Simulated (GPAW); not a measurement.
# CuO (P4_2/mmc) in GPAW: notebook

Aim: see how the results for CuO move with the level of theory and the settings. Levels: SCAN, revPBE, BLYP. Tasks: band structure.

Program: GPAW 26.7.0. These are calculated values, not measurements. Logs are shortened: lines on timing, memory, paths and dates and some standing lists are left out, and cuts for length are marked. The log counts tension as positive stress, the text compression.

### 1 The crystal as given

The structure is tetragonal, space group P4_2/mmc (No. 131). Conventional cell: a = 3.422 Å, b = 3.422 Å, c = 4.260 Å, α = 90.00°, β = 90.00°, γ = 90.00°. Around Cu (site symmetry mmm) lie 4 O at 2.02 Å. O (site symmetry -4m2) has 4 Cu at 2.02 Å and 2 O at 2.13 Å as nearest neighbours.

Measurements of this composition are mostly on another form, of space group No. 15.

### 2 Band structure, SCAN

Input file run.py:

```python
from ase import Atoms
from ase.dft.bandgap import bandgap
from ase.io import write
from ase.units import GPa
from gpaw import GPAW, PW

atoms = Atoms(['Cu', 'Cu', 'O', 'O'],
              cell=[[3.42205097, 0.0, 0.0],
                    [0.0, 3.42205097, 0.0],
                    [0.0, 0.0, 4.26046148]],
              scaled_positions=[[0.0, 0.5, 0.0],
                                [0.5, 0.0, 0.5],
                                [0.0, 0.0, 0.25],
                                [0.0, 0.0, 0.75]],
              pbc=True)

calc = GPAW(mode=PW(800),
            xc='MGGA_X_SCAN+MGGA_C_SCAN',
            kpts={'size': (6, 6, 5), 'gamma': True},
            occupations={'name': 'fermi-dirac', 'width': 0.05},
            nbands=33,
            convergence={'density': 1e-05, 'energy': 1e-05},
            maxiter=150,
            txt='gpaw.txt')
atoms.calc = calc
energy = atoms.get_potential_energy()
forces = atoms.get_forces()
stress = atoms.get_stress()
calc.write('gs.gpw')
write('result.traj', atoms)
print(f'Energy: {energy:.6f} eV')
print('Forces (eV/A):')
print(forces.round(4))
print('Stress (GPa):', (stress / GPa).round(3))
print('Fermi level:', round(calc.get_fermi_level(), 4), 'eV')
print(f'Gap: {bandgap(calc)[0]:.4f} eV, direct: {bandgap(calc, direct=True)[0]:.4f} eV')

path = atoms.cell.bandpath('GXMGZRAZ,XR,MA', npoints=80, eps=1e-4)
bs_calc = calc.fixed_density(kpts=path, symmetry='off', nbands=47,
                             convergence={'bands': 'CBM+6.0', 'eigenstates': 1e-6}, txt='bands.txt')
bs = bs_calc.band_structure()
bs.write('bs.json')
print(f'Gap on the path: {bandgap(bs_calc)[0]:.4f} eV')
```

Potentials or basis: GPAW PAW data sets (gpaw-data 1.2.1), pw.

The run is started by

```bash
OMP_NUM_THREADS=1 python run.py
```

gpaw.txt:

```text
__  _  _
 | _ |_)|_||  |
 |__||  | ||/\| - 26.7.0

Input parameters:
  mode=PW(ecut=800.0),
  convergence={'density': 1e-05, 'energy': 1e-05},
  kpts=MonkhorstPack(size=(6, 6, 5), gamma=True),
  maxiter=150,
  nbands=33,
  occupations=Occupations(name='fermi-dirac', width=0.05),
  xc=XC(name='MGGA_X_SCAN+MGGA_C_SCAN')

Diagonalizing LCAO Hamiltonian
Converting LCAO to pw mode
   .-------.
  /|       |
 * |       |
 O |       |
 | |       |
 | .-Cu----.
 OCu      /
 *-------*

Atoms  # Å, Bohr magnetons
|   | symbol |        x |        y |        z |    initial magnetic moments |
|---|--------|----------|----------|----------|-----------------------------|
| 0 |     Cu | 0.000000 | 1.711025 | 0.000000 | ( 0.0000,  0.0000,  0.0000) |
| 1 |     Cu | 1.711025 | 0.000000 | 2.130231 | ( 0.0000,  0.0000,  0.0000) |
| 2 |      O | 0.000000 | 0.000000 | 1.065115 | ( 0.0000,  0.0000,  0.0000) |
| 3 |      O | 0.000000 | 0.000000 | 3.195346 | ( 0.0000,  0.0000,  0.0000) |

Unit cell  # Å
| periodic |        x |        y |        z |  lengths |    angles |
|----------|----------|----------|----------|----------|-----------|
|      yes | 3.422051 | 0.000000 | 0.000000 | 3.422051 | 90.000000 |
|      yes | 0.000000 | 3.422051 | 0.000000 | 3.422051 | 90.000000 |
|      yes | 0.000000 | 0.000000 | 4.260461 | 4.260461 | 90.000000 |

Number of symmetries: 8
Symmetry operations  # r_c * U_cc + t_c -> r_c
|   | kind |            matrix            |
|---|------|------------------------------|
| 0 |  E   |  1, 0, 0,  0, 1, 0,  0, 0, 1 |
| 1 |  σ   |  1, 0, 0,  0, 1, 0,  0, 0,-1 |
| 2 |  σ   |  1, 0, 0,  0,-1, 0,  0, 0, 1 |
| 3 |  C2  |  1, 0, 0,  0,-1, 0,  0, 0,-1 |
| 4 |  σ   | -1, 0, 0,  0, 1, 0,  0, 0, 1 |
| 5 |  C2  | -1, 0, 0,  0, 1, 0,  0, 0,-1 |
| 6 |  C2  | -1, 0, 0,  0,-1, 0,  0, 0, 1 |
| 7 |  i   | -1, 0, 0,  0,-1, 0,  0, 0,-1 |

BZ-sampling:
  Number of BZ points: 180
  Number of IBZ points: 48

  Monkhorst-Pack size: [6, 6, 5]
  Monkhorst-Pack shift: [0.08333333333333333, 0.08333333333333333, 0.0]

K-points  # in reciprocal-cell coordinates
|     |                                coordinates |     weight |
|-----|--------------------------------------------|------------|
|   0 | (  0.00000000,   0.00000000,   0.00000000) | 0.00555556 |
|   1 | (  0.00000000,   0.00000000,   0.20000000) | 0.01111111 |
|   2 | (  0.00000000,   0.00000000,   0.40000000) | 0.01111111 |
|   3 | (  0.00000000,   0.16666667,   0.00000000) | 0.01111111 |
|   4 | (  0.00000000,   0.16666667,   0.20000000) | 0.02222222 |
|   5 | (  0.00000000,   0.16666667,   0.40000000) | 0.02222222 |
|   6 | (  0.00000000,   0.33333333,   0.00000000) | 0.01111111 |
|   7 | (  0.00000000,   0.33333333,   0.20000000) | 0.02222222 |
|   8 | (  0.00000000,   0.33333333,   0.40000000) | 0.02222222 |
|   9 | (  0.00000000,   0.50000000,   0.00000000) | 0.00555556 |
| ... |                                            |            |
|  47 | (  0.50000000,   0.50000000,   0.40000000) | 0.01111111 |

Plane wave coefficients: 2584
Cutoff: 800.0 eV

Spin-components: 1 (collinear spins)
Bands:           33
Projectors:      22
Spin-degeneracy: 2
Datatype:        complex128

Parallelization:
  kpt:    1
  domain: 1
  band:   1

Density:
  Valence electrons: 34.0
  Components: 1
  Grid points: [24 24 28]
  Charge: 0.0  # |e|

Potential:
  Grid points: [24 24 28]

species:
  Cu:
    name:    Copper
    Z:       29.0
    valence: 11
    core:    18
    charge:  0.0  # [|e|]
    compensation charges:
      type: gauss
      rc: 0.33  # [Å]
      lmax: 2
    cutoffs:
      filter: 2.06  # [Å]
      core: 2.43  # [Å]
    projectors
    | kind |    occ | energy [eV] | rcut [Å] |
    |------|--------|-------------|----------|
    |   4s |  1.000 |      -4.609 |    1.164 |
    |   4p |  0.000 |      -0.698 |    1.164 |
    |   3d | 10.000 |      -5.039 |    1.058 |
    |    s |        |      22.603 |    1.164 |
    |    p |        |      26.513 |    1.164 |
    |    d |        |      22.172 |    1.058 |

    Using partial waves for Cu as LCAO basis

  O:
    name:    Oxygen
    Z:       8.0
    valence: 6
    core:    2
    charge:  0.0  # [|e|]
    compensation charges:
      type: gauss
      rc: 0.21  # [Å]
      lmax: 2
    cutoffs:
      filter: 1.17  # [Å]
      core: 0.83  # [Å]
    projectors
    | kind |    occ | energy [eV] | rcut [Å] |
    |------|--------|-------------|----------|
    |   2s |  2.000 |     -23.961 |    0.688 |
    |   2p |  4.000 |      -9.029 |    0.598 |
    |    s |        |       3.251 |    0.688 |
    |    p |        |      18.182 |    0.598 |
    |    d |        |       0.000 |    0.619 |

    Using partial waves for O as LCAO basis

Reference energy: -94124.608285  # eV

eigensolver:
  PPCG
  Converge bands: occupied
  niter=2

density mixing:
  MSR1-Mixer
  Pratt-step length: 0.05
  Maximum mixing coefficient: 0.75
  Old densities: 10
  SVD Regularization: 0.005
  Good broyden scale: 1.0
  Trust region scale: 1.0
  Backstep threshold: 4.0
  History deletion threshold: 6.0
  Fourier metric: weight=20.0, sigma=0.015

occupation numbers:
  Fermi-Dirac:
    width: 0.0500  # eV

poisson solver:
  ecut: 6400.0  # eV

xc functional:
  name: MGGA_X_SCAN+MGGA_C_SCAN with 2 nearest neighbor stencil

convergence criteria:
- Maximum integral of absolute [dens]ity change: 1e-05 electrons / valence electron
- Maximum [total energy] change in last 3 cyles: 1e-05 eV / valence electron
- Maximum integral of absolute [eigenst]ate change: 4e-08 eV^2 / valence electron
maximum number of iterations: 150

SCF iterations
|iter     | |      energy | eigst |  dens |
|---------|-|-------------|-------|-------|
|iter:   1| |  -55.592273 | +0.15 |       |
|iter:   2| |  -44.457248 | -0.99 | -0.84 |
|iter:   3| |  -41.911222 | -1.32 | -0.96 |
|iter:   4| |  -42.169930 | -2.34 | -1.54 |
|iter:   5| |  -42.188222 | -2.73 | -1.60 |
|iter:   6| |  -42.190922 | -3.03 | -1.95 |
|iter:   7| |  -42.191275 | -4.24 | -2.47 |
|iter:   8| |  -42.190287 | -4.80 | -2.58 |
|iter:   9| |  -42.190059 | -4.85 | -2.79 |
|iter:  10| |  -42.190055c| -6.10 | -3.69 |
|iter:  11| |  -42.190056c| -7.23 | -4.03 |
|iter:  12| |  -42.190055c| -8.25c| -4.54 |
|iter:  13| |  -42.190056c| -8.13c| -5.31c|

Converged in 13 steps
Energy contributions relative to reference atoms: (reference = -94124.608285)

Energy contributions:
  Kinetic:           9.043889
  Coulomb:         -13.761365
  Zero:              0.447329
  External:          0.000000
  Xc:              -37.911350
  Entropy:          -0.017117
  Spinorbit:         0.000000
  ----------------------------
  Free energy:     -42.198614
  Extrapolated:    -42.190056

dipole moment: (-26.631449, -26.631450, -9.132312)  # |e|*Ang

Fermi level: 4.432
Eigenvalues  # (at kpt = [0.000, 0.000, 0.000])
| band index |      eig [eV] | occ [0-2] |
|------------|---------------|-----------|
|          0 |       -16.832 |     2.000 |
|        ... |               |           |
|          7 |         0.728 |     2.000 |
|          8 |         1.537 |     2.000 |
|          9 |         1.748 |     2.000 |
|         10 |         1.899 |     2.000 |
|         11 |         2.046 |     2.000 |
|         12 |         2.046 |     2.000 |
[... 8 lines left out ...]
|         21 |        14.322 |     0.000 |
|         22 |        16.125 |     0.000 |
|        ... |               |           |
|         32 |        28.915 |     0.000 |

No gap
No difference between direct/indirect transitions

Forces  # eV/Ang
|        x |       y |        z |
|----------|---------|----------|
| -0.00000 | 0.00000 |  0.00000 |  # Cu   0
| -0.00000 | 0.00000 |  0.00000 |  # Cu   1
|  0.00000 | 0.00000 | -0.00000 |  # O    2
|  0.00000 | 0.00000 |  0.00000 |  # O    3

Stress tensor  # eV/Ang^3
|        x |        y |         z |
|----------|----------|-----------|
| 0.127089 | 0.000000 |  0.000000 |
| 0.000000 | 0.127089 |  0.000000 |
| 0.000000 | 0.000000 | -0.112778 |

# Writing to gs.gpw (mode='')
```

Wall time 10 min (1 thread of Intel Xeon Platinum 8259CL at 2.50GHz (Skylake/Cascade Lake), shared host); peak memory 0.58 GiB.

What came out:

| Item | Value |
| --- | --- |
| Free energy | -42.1986 eV |
| Pressure | -7.6 GPa |
| Band gap along the path | none (metal or under the smearing width) |

Stress tensor (GPa, compression positive):
```
-20.36   0.00   0.00
  0.00 -20.36   0.00
  0.00   0.00  18.07
```

Levels at the corners of the path, in eV from the Fermi level:
| point | band 14 | band 15 | band 16 | band 17 | band 18 | band 19 | band 20 | band 21 |
| --- | --- | --- | --- | --- | --- | --- | --- | --- |
| Γ | -2.37 | -1.40 | 0.45 | 0.65 | 0.72 | 0.72 | 6.49 | 7.60 |
| X | -1.94 | -1.87 | -1.83 | 0.62 | 1.00 | 4.04 | 4.38 | 6.81 |
| M | -2.23 | -1.74 | -1.59 | -1.59 | 1.02 | 1.39 | 8.36 | 8.36 |
| Γ | -2.37 | -1.40 | 0.45 | 0.65 | 0.72 | 0.72 | 6.49 | 7.60 |
| Z | -2.04 | -1.77 | -1.77 | 0.04 | 0.04 | 2.46 | 2.46 | 10.18 |
| R | -2.30 | -1.90 | -1.88 | -0.75 | 0.48 | 4.15 | 5.47 | 6.29 |
| A | -1.85 | -1.73 | -1.73 | -1.10 | -1.10 | 3.77 | 3.77 | 8.83 |
| Z | -2.04 | -1.77 | -1.77 | 0.04 | 0.04 | 2.46 | 2.46 | 10.18 |
| X | -1.94 | -1.87 | -1.83 | 0.62 | 1.00 | 4.04 | 4.38 | 6.81 |
| R | -2.30 | -1.90 | -1.88 | -0.75 | 0.48 | 4.15 | 5.47 | 6.29 |
| M | -2.23 | -1.74 | -1.59 | -1.59 | 1.02 | 1.39 | 8.36 | 8.36 |
| A | -1.85 | -1.73 | -1.73 | -1.10 | -1.10 | 3.77 | 3.77 | 8.83 |

Caveat: with this Cu data set, volumes or pressures lay over 1.5 % or 2 GPa off other programs in two to four cells of ten; the PAW data sets were made with another functional, which shifts forces and pressure a little; the run has no spin polarisation, though such a crystal can be magnetic; semilocal functionals often make such compounds metallic where correlation or magnetic order opens a gap, which also shifts bond lengths.

### 3 Band structure, revPBE

run.py, as its differences from that of step 2:

```diff
@@ -17,3 +17,3 @@
 calc = GPAW(mode=PW(800),
-            xc='MGGA_X_SCAN+MGGA_C_SCAN',
+            xc='revPBE',
             kpts={'size': (6, 6, 5), 'gamma': True},
```

Potentials or basis: the program's PAW data sets (release 1.2.1) made for this functional, pw.

The run is started by

```bash
OMP_NUM_THREADS=1 python run.py
```

gpaw.txt:

```text
__  _  _
 | _ |_)|_||  |
 |__||  | ||/\| - 26.7.0

Input parameters:
  mode=PW(ecut=800.0),
  convergence={'density': 1e-05, 'energy': 1e-05},
  kpts=MonkhorstPack(size=(6, 6, 5), gamma=True),
  maxiter=150,
  nbands=33,
  occupations=Occupations(name='fermi-dirac', width=0.05),
  xc=XC(name='revPBE')

Diagonalizing LCAO Hamiltonian
Converting LCAO to pw mode
   .-------.
  /|       |
 * |       |
 O |       |
 | |       |
 | .-Cu----.
 OCu      /
 *-------*

Atoms  # Å, Bohr magnetons
|   | symbol |        x |        y |        z |    initial magnetic moments |
|---|--------|----------|----------|----------|-----------------------------|
| 0 |     Cu | 0.000000 | 1.711025 | 0.000000 | ( 0.0000,  0.0000,  0.0000) |
| 1 |     Cu | 1.711025 | 0.000000 | 2.130231 | ( 0.0000,  0.0000,  0.0000) |
| 2 |      O | 0.000000 | 0.000000 | 1.065115 | ( 0.0000,  0.0000,  0.0000) |
| 3 |      O | 0.000000 | 0.000000 | 3.195346 | ( 0.0000,  0.0000,  0.0000) |

Unit cell  # Å
[... 167 lines left out ...]
Energy contributions relative to reference atoms: (reference = -94135.999555)

Energy contributions:
  Kinetic:          -3.063124
  Coulomb:          -3.473251
  Zero:              0.600476
  External:          0.000000
  Xc:              -11.213833
  Entropy:          -0.018192
  Spinorbit:         0.000000
  ----------------------------
  Free energy:     -17.167924
  Extrapolated:    -17.158828

dipole moment: (-26.658941, -26.658942, -9.164349)  # |e|*Ang

Fermi level: 4.775
Eigenvalues  # (at kpt = [0.000, 0.000, 0.000])
| band index |      eig [eV] | occ [0-2] |
|------------|---------------|-----------|
|          0 |       -15.319 |     2.000 |
|        ... |               |           |
|          7 |         1.196 |     2.000 |
|          8 |         2.035 |     2.000 |
|          9 |         2.293 |     2.000 |
|         10 |         2.466 |     2.000 |
|         11 |         2.572 |     2.000 |
|         12 |         2.572 |     2.000 |
[... 8 lines left out ...]
|         21 |        14.542 |     0.000 |
|         22 |        16.081 |     0.000 |
|        ... |               |           |
|         32 |        28.310 |     0.000 |

No gap
No difference between direct/indirect transitions

Forces  # eV/Ang
|        x |       y |        z |
|----------|---------|----------|
| -0.00000 | 0.00000 |  0.00000 |  # Cu   0
|  0.00000 | 0.00000 |  0.00000 |  # Cu   1
|  0.00000 | 0.00000 | -0.00002 |  # O    2
|  0.00000 | 0.00000 |  0.00002 |  # O    3

Stress tensor  # eV/Ang^3
|        x |        y |         z |
|----------|----------|-----------|
| 0.063260 | 0.000000 |  0.000000 |
| 0.000000 | 0.063261 |  0.000000 |
| 0.000000 | 0.000000 | -0.159570 |

# Writing to gs.gpw (mode='')
```

It took 3.4 min on 1 thread of Intel Xeon Platinum 8259CL at 2.50GHz (Skylake/Cascade Lake), shared host; peak memory 0.49 GiB.

What came out:

```
Free energy             : -17.1679 eV
Pressure                : 1.8 GPa
Band gap along the path : none (metal or under the smearing width)
```

Stress tensor (GPa, compression positive):
```
-10.14   0.00   0.00
  0.00 -10.14   0.00
  0.00   0.00  25.57
```

Levels at the corners of the path, in eV from the Fermi level:
```tsv
point	band 14	band 15	band 16	band 17	band 18	band 19	band 20	band 21
Γ	-2.17	-1.20	0.44	0.57	0.70	0.70	6.20	7.29
X	-1.75	-1.68	-1.68	0.60	0.96	3.87	4.19	6.59
M	-2.03	-1.74	-1.44	-1.44	0.90	1.33	7.97	7.97
Γ	-2.17	-1.20	0.44	0.57	0.70	0.70	6.20	7.29
Z	-1.86	-1.60	-1.60	0.01	0.01	2.32	2.32	9.89
R	-2.09	-1.80	-1.73	-0.70	0.48	3.98	5.22	6.00
A	-1.73	-1.54	-1.54	-1.11	-1.11	3.63	3.63	8.41
Z	-1.86	-1.60	-1.60	0.01	0.01	2.32	2.32	9.89
X	-1.75	-1.68	-1.68	0.60	0.96	3.87	4.19	6.59
R	-2.09	-1.80	-1.73	-0.70	0.48	3.98	5.22	6.00
M	-2.03	-1.74	-1.44	-1.44	0.90	1.33	7.97	7.97
A	-1.73	-1.54	-1.54	-1.11	-1.11	3.63	3.63	8.41
```

Caveat: with this Cu data set, volumes or pressures lay over 1.5 % or 2 GPa off other programs in two to four cells of ten; the run has no spin polarisation, though such a crystal can be magnetic; semilocal functionals often make such compounds metallic where correlation or magnetic order opens a gap, which also shifts bond lengths.

### 4 Band structure, BLYP

run.py, as its differences from that of step 3:

```diff
@@ -4,3 +4,5 @@
 from ase.units import GPa
-from gpaw import GPAW, PW
+from gpaw import GPAW, PW, setup_paths
+
+setup_paths.insert(0, '.')
 
@@ -17,3 +19,3 @@
 calc = GPAW(mode=PW(800),
-            xc='revPBE',
+            xc='BLYP',
             kpts={'size': (6, 6, 5), 'gamma': True},
@@ -22,2 +24,3 @@
             convergence={'density': 1e-05, 'energy': 1e-05},
+            eigensolver='davidson',
             maxiter=150,
```

Potentials or basis: PAW data sets generated in the run's folder for this functional, pw.

The run is started by

```bash
gpaw-setup -f BLYP Cu O
OMP_NUM_THREADS=1 python run.py
```

It took 3.7 min on 1 thread of Intel Xeon Platinum 8259CL at 2.50GHz (Skylake/Cascade Lake), shared host; peak memory 0.48 GiB.

The run converged. Its results:

| Item | Value |
| --- | --- |
| Free energy | -17.1696 eV |
| Pressure | 2.1 GPa |
| Band gap along the path | none (metal or under the smearing width) |

Stress tensor (GPa, compression positive):
```
-10.34   0.00   0.00
  0.00 -10.34   0.00
  0.00   0.00  27.07
```

Levels at the corners of the path, in eV from the Fermi level:
| point | band 13 | band 14 | band 15 | band 16 | band 17 | band 18 | band 19 | band 20 | band 21 |
| --- | --- | --- | --- | --- | --- | --- | --- | --- | --- |
| Γ | -2.24 | -2.21 | -1.25 | 0.43 | 0.63 | 0.69 | 0.69 | 6.33 | 7.09 |
| X | -2.30 | -1.78 | -1.72 | -1.71 | 0.59 | 0.95 | 3.95 | 4.19 | 6.58 |
| M | -2.21 | -2.07 | -1.75 | -1.48 | -1.48 | 1.04 | 1.31 | 7.84 | 7.84 |
| Γ | -2.24 | -2.21 | -1.25 | 0.43 | 0.63 | 0.69 | 0.69 | 6.33 | 7.09 |
| Z | -1.88 | -1.88 | -1.62 | -1.62 | 0.01 | 0.01 | 2.38 | 2.38 | 9.85 |
| R | -2.30 | -2.13 | -1.83 | -1.77 | -0.71 | 0.47 | 4.10 | 5.24 | 5.86 |
| A | -1.77 | -1.77 | -1.57 | -1.57 | -1.10 | -1.10 | 3.74 | 3.74 | 8.23 |
| Z | -1.88 | -1.88 | -1.62 | -1.62 | 0.01 | 0.01 | 2.38 | 2.38 | 9.85 |
| X | -2.30 | -1.78 | -1.72 | -1.71 | 0.59 | 0.95 | 3.95 | 4.19 | 6.58 |
| R | -2.30 | -2.13 | -1.83 | -1.77 | -0.71 | 0.47 | 4.10 | 5.24 | 5.86 |
| M | -2.21 | -2.07 | -1.75 | -1.48 | -1.48 | 1.04 | 1.31 | 7.84 | 7.84 |
| A | -1.77 | -1.77 | -1.57 | -1.57 | -1.10 | -1.10 | 3.74 | 3.74 | 8.23 |

Caveat: with this Cu data set, volumes or pressures lay over 1.5 % or 2 GPa off other programs in two to four cells of ten; the run has no spin polarisation, though such a crystal can be magnetic; semilocal functionals often make such compounds metallic where correlation or magnetic order opens a gap, which also shifts bond lengths.

### 5 Summary

| level | potentials or basis | eigensolver | pressure (GPa) |
| --- | --- | --- | --- |
| SCAN | GPAW PAW data sets (gpaw-data 1.2.1), pw | - | -7.6 |
| revPBE | the program's PAW data sets (release 1.2.1) made for this functional, pw | - | 1.8 |
| BLYP | PAW data sets generated in the run's folder for this functional, pw | davidson | 2.1 |

Alike in all rows: task band structure; no spin polarisation; cell as given; k mesh 6 × 6 × 5; cutoff (eV) 800; smearing fermi-dirac 0.05 eV.

Caveats: with this Cu data set, volumes or pressures lay over 1.5 % or 2 GPa off other programs in two to four cells of ten; the run has no spin polarisation, though such a crystal can be magnetic; semilocal functionals often make such compounds metallic where correlation or magnetic order opens a gap, which also shifts bond lengths; the PAW data sets were made with another functional, which shifts forces and pressure a little (some runs).

Total energies depend on the potentials used, so only differences within one code and one set of settings carry meaning.
